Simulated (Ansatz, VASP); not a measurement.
# One calculation of NaF, two programs

```
CELL_PARAMETERS angstrom
0.12077 2.38523 2.38523
2.38523 0.12077 2.38523
2.38523 2.38523 0.12077
ATOMIC_POSITIONS crystal
Na 0.00000 0.00000 0.00000
F 0.50000 0.50000 0.50000
```

Alike in both runs: task single point; functional LDA; k mesh 4 × 4 × 4; occupations gaussian, width 0.05 eV; no spin polarisation.

|  | VASP | Ansatz |
| --- | --- | --- |
| version | VASP 6.6.1 | Ansatz 0.2.0 |
| potentials or method | VASP PAW LDA potentials, release 64 (Na_pv, F) | scalar-relativistic, plane waves, PAW |
| plane-wave cutoff (eV) | 520 | 420 |
| valence electrons in the cell | 14 | 16 |

```tsv
	VASP	Ansatz	Ansatz less VASP
gap on the k mesh at the Fermi level (eV)	5.80	5.82	+0.021
least direct gap on the mesh (eV)	5.80	5.82	+0.021
pressure (GPa)	-4.8	-4.7	+0.09
largest component of the traceless stress (GPa)	1.68	1.68	+0.006
```

The two sets of potentials don't hold the same shells in valence.

Caveats: the k mesh is coarse (spacing up to 0.60 Å⁻¹), so the values aren't converged. As with any semilocal functional, this LDA gap is likely too small.
